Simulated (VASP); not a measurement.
Crystal: Ir.

```
Ir
1.0
    -1.52549    1.52549    1.52549
     1.52549   -1.52549    1.52549
     1.52549    1.52549   -1.52549
Ir
1
Direct
  0.00000 0.00000 0.00000
```

This isn't the form of Ir at room conditions, which is fcc.

| Quantity | Value |
| --- | --- |
| Program | VASP 6.6.1 |
| Task | relaxation of cell and atoms |
| Functional | PBEsol |
| Potentials or basis | VASP PAW PBE potentials, release 64 (Ir) |
| Cutoff | 600 eV |
| k mesh | 8 × 8 × 8 |
| Occupations | gaussian, width 0.1 eV |
| Spin | no spin polarisation |

At the start: pressure 10.3 GPa; volume 14.20 Å³/atom.

Problem. How do energy, volume and symmetry change on relaxing?

Solution. Over 4 steps the energy falls by 12.4 meV/atom and the volume is 14.60 Å³/atom (+2.8 %); space group Im-3m (No. 229, to 0.05 Å).

Step by step:
| step | energy change (eV) | largest force (eV/Å) | pressure (GPa) | volume (Å³) |
| --- | --- | --- | --- | --- |
| 1 | 0.0000 | 0.0000 | 10.27 | 14.20 |
| 2 | 0.1312 | 0.0000 | -26.63 | 16.15 |
| 3 | -0.0124 | 0.0000 | -0.45 | 14.62 |
| 4 | -0.0124 | 0.0000 | -0.03 | 14.60 |

Final structure:
```cif
data_structure
_symmetry_space_group_name_H-M 'P 1'
_symmetry_Int_Tables_number 1
_cell_length_a 2.6668
_cell_length_b 2.6668
_cell_length_c 2.6668
_cell_angle_alpha 109.471
_cell_angle_beta 109.471
_cell_angle_gamma 109.471
_cell_volume 14.60
loop_
_atom_site_label
_atom_site_type_symbol
_atom_site_fract_x
_atom_site_fract_y
_atom_site_fract_z
_atom_site_occupancy
Ir1 Ir 0.00000 0.00000 0.00000 1
```

Caveat: the k mesh is coarse (spacing up to 0.36 Å⁻¹), so the values aren't converged; the PAW data sets were made with another functional, which shifts forces and pressure a little.
